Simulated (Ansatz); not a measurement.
## From the elastic tensor of KBr to moduli and sound speeds

These are results of DFT LDA, scalar-relativistic, plane waves, PAW (Ansatz), not measurements. Settings: 420 eV plane-wave cutoff, Γ-centred 6×6×6 mesh, fixed occupations. No spin polarisation.

Symmetry: Pm-3m, No. 221, cubic system. The conventional cell has a = 3.841 Å, b = 3.841 Å, c = 3.841 Å, α = 90.00°, β = 90.00°, γ = 90.00°. Around K (site symmetry m-3m) lie 8 Br at 3.33 Å. Around Br (site symmetry m-3m) lie 8 K at 3.33 Å.

The cell is the ideal cubic caesium chloride prototype; this isn't the usual structure of the compound.

Relaxed-ion constants (GPa, on the Cartesian axes of the calculation):
C11 = 51.7, C12 = 8.7, C13 = 8.7, C22 = 51.7, C23 = 8.7, C33 = 51.7, C44 = 8.3, C55 = 8.3, C66 = 8.3 GPa; the others vanish.

Density 3.487 g/cm³; 2 atoms in 56.66 Å³.

The values that follow are for a polycrystal of randomly turned grains, by Hill's mean where one number stands. In a crystal this anisotropic the Voigt and Reuss bounds lie far apart, so Hill's mean and the sound speeds and Debye temperature from it are rough.

With S = C⁻¹: B_V = (C11+C22+C33+2(C12+C13+C23))/9, G_V = (C11+C22+C33−C12−C13−C23+3(C44+C55+C66))/15, 1/B_R = S11+S22+S33+2(S12+S13+S23), 15/G_R = 4(S11+S22+S33−S12−S13−S23)+3(S44+S55+S66); Hill is their mean. Then v_l = √((B+4G/3)/ρ), v_t = √(G/ρ), v_m = [(2/v_t³+1/v_l³)/3]^(−1/3) and Θ = (ħ/k_B)·v_m·(6π²n/V)^(1/3) for n atoms in the volume V; E = 9BG/(3B+G), ν = (3B−2G)/(2(3B+G)) and A^U = 5G_V/G_R + B_V/B_R − 6.

```json
{
 "Bulk modulus, Voigt / Reuss / Hill": "23.0 / 23.0 / 23.0 GPa",
 "Shear modulus, Voigt / Reuss / Hill": "13.6 / 11.0 / 12.3 GPa",
 "Young's modulus": "31 GPa",
 "Poisson ratio": "0.274",
 "Pugh ratio B/G": "1.88",
 "Universal anisotropy index": "1.18",
 "Longitudinal and transverse sound speeds": "3361 and 1876 m/s",
 "Debye temperature from the mean sound speed": "204 K"
}
```

Cost: 1 run of about 0.26 core-minutes, on Intel Xeon Processor @ 2.50GHz (Skylake/Cascade Lake) (shared hosts).